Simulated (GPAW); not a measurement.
# Calculated records

```json
{"subject": "How the form of the self-energy moves the gap of AlAs (F-43m)", "lattice_ang": [[0.0, 2.8304, 2.8304], [2.8304, 0.0, 2.8304], [2.8304, 2.8304, -0.0]], "atoms": [["Al", 0.0, 0.0, 0.0], ["As", 0.25, 0.25, 0.25]], "method": "DFT, PBE, plane waves, PAW (and 1 further level or step)", "program": "GPAW 26.7.0", "settings_of_one_run": "cutoff 450 eV, GPAW PAW setups 1.2.1 data release, 4×4×4 k-mesh, nbands 153", "cost": "4 runs, 1.8 min in all on 4 MPI ranks of Arm Neoverse V2, shared host (the runs of this entry)", "notes": "The cell and positions come from the Crystallography Open Database and are kept as given unless a step says otherwise. Limits: no spin-orbit coupling. Bands and cutoff are finite, so the gap is not at the basis limit. The miss can reach some tenths of an eV and take either sign; the mesh is an error of its own. The 4×4×4 mesh is coarse for this cell, which bears on the long-range parts of exchange and screening.", "results": {"g0w0_godby_needs_plasmon_pole": "2.027 eV", "g0w0_full_frequency_hilbert_transform": "2.081 eV", "g0w0_multipole": "2.055 eV", "known_limits": "not at the basis limit; no spin-orbit coupling; coarse k mesh"}}
```

[Paths, hosts, dates, memory and timing lines, banners, echoed tables and standing remarks are left out of the program output.]

[Logs are printed without paths, hosts, clocks, repeated set-up lines and the standing remarks that a program may print on its own settings, such as how far it seeks lower states.]

[Runs of the session that timed out or met a known fault of the program may be left out.]

[Hosts, paths, dates, database ids (printed as entryN), source tags and the programs' standing remarks are cut or masked in the printed files.]
